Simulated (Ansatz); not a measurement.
# FeO: the cost of one run

Computed with Ansatz 0.2.0 (DFT PBE+U (U = 7 eV, J = 0.5 eV on Fe d), plane waves, PAW, unless a step's input says otherwise).

## 1. The starting structure

The structure is cubic, space group Pm-3m (No. 221). Conventional cell: a = 2.612 Å, b = 2.612 Å, c = 2.612 Å, α = 90.00°, β = 90.00°, γ = 90.00°. Around Fe (site symmetry m-3m) lie 8 O at 2.26 Å. Around O (site symmetry m-3m) lie 8 Fe at 2.26 Å.

Structure file:

```
CELL_PARAMETERS angstrom
2.61247 0.00000 2.61247
0.00000 2.61247 2.61247
0.00000 0.00000 5.22494
ATOMIC_POSITIONS crystal
Fe 0.00000 0.00000 0.00000
O 0.50000 0.50000 0.75000
Fe 0.00000 0.00000 0.50000
O 0.50000 0.50000 0.25000
```

Magnetic order typed: antiferromagnetic, doubled cell 1/2 1/2 1/2.

## 2. From atoms, symmetry kept, no search

Contents of input.yaml:

```yaml
crystal:
  lattice:
    - [2.61246963, 0.0, 2.61246963]
    - [0.0, 2.61246963, 2.61246963]
    - [0.0, 0.0, 5.22493926]
  atoms:
    - { symbol: Fe, position: [0.0, 0.0, 0.0], spin: 4.0 }
    - { symbol: O, position: [0.5, 0.5, 0.75] }
    - { symbol: Fe, position: [0.0, 0.0, 0.5], spin: -4.0 }
    - { symbol: O, position: [0.5, 0.5, 0.25] }
basis:
  ecutwfc: 420
  ecutrho_ratio: 4
kpoints:
  mp_grid: { grid: [7, 7, 7] }
hamiltonian:
  xc: pbe
  hubbard:
    sites:
      - { site: 0, l: d, u: 7.0, j: 0.5 }
      - { site: 2, l: d, u: 7.0, j: 0.5 }
scf:
  occupations: { method: gaussian, width: 0.05 }
  lower_state_search: "off"
  max_iter: 150
output:
  forces: true
  stress: true
  eigenvalues: true
  populations: true
  hubbard: { sites: [{ site: 0, l: d }, { site: 2, l: d }] }
magnetization:
  spin_polarized: true
```

Launch:

```sh
> ansatz run input.yaml --threads 2 --pin off --max-ram 3072MiB --backend cpu --events-out ev --progress --plain --runs-dir out
```

Q: Estimate wall time and peak memory on 2 threads of Intel Xeon Platinum 8488C (Sapphire Rapids), shared host.

About 2.1 s, with a peak of 0.41 GiB.
